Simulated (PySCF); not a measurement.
A species of formula C4H8 has this rotational fingerprint, computed with PBE0-D3(BJ)/def2-SVP geometry optimisation, gas phase (PySCF 2.14.0):

* Rotational constants: A = 22563, B = 4149, C = 4062 MHz
* Dipole components: |μa| = 0.37 D, |μb| = 0.06 D, |μc| = 0.08 D
* Inertial defect: -19.77 u·Å²
* κ: -0.99

Question: Which structure is it? (One computed conformer of each.)
A. methylcyclopropane, `CC1CC1`
B. `C/C=C\C`
C. `[CH2:1]=[CH:2][CH2:3][CH3:4]` with C1–C2–C3–C4 119° (1-butene)
D. `CC(=C)C`
E. `C1CCC1`
F. `C/C=C/C`

Answer: C. It is C=CCC, a near-prolate asymmetric top, point group C1. The candidates at the same level (rigid rotor, commonest isotopes):

```csv
SMILES,A (MHz),B (MHz),C (MHz),μa (D),μb (D),μc (D),Δ (u·Å²),point group,rotor
C=C(C)C,9132,8420,4633,0.00,0.59,0.00,-6.29,C2v,asymmetric top
CC1CC1,15666,6350,5582,0.12,0.00,0.07,-21.32,Cs,asymmetric top
C1CCC1,10761,10760,6398,0.00,0.00,0.00,-14.94,D2d,oblate symmetric top
C=CCC,22563,4149,4062,0.37,0.06,0.08,-19.77,C1,near-prolate asymmetric top
C/C=C/C,34652,3725,3510,0.00,0.00,0.01,-6.29,–,near-prolate asymmetric top
C/C=C\C,16325,5093,4079,0.00,0.24,0.00,-6.28,C2v,asymmetric top
```

`C/C=C/C` has A 54 % too high; `C=C(C)C` has B 103 % too high; `C1CCC1` has B 159 % too high; `CC1CC1` has B 53 % too high; `C/C=C\C` has A 28 % too low. No structure here is proved a minimum.
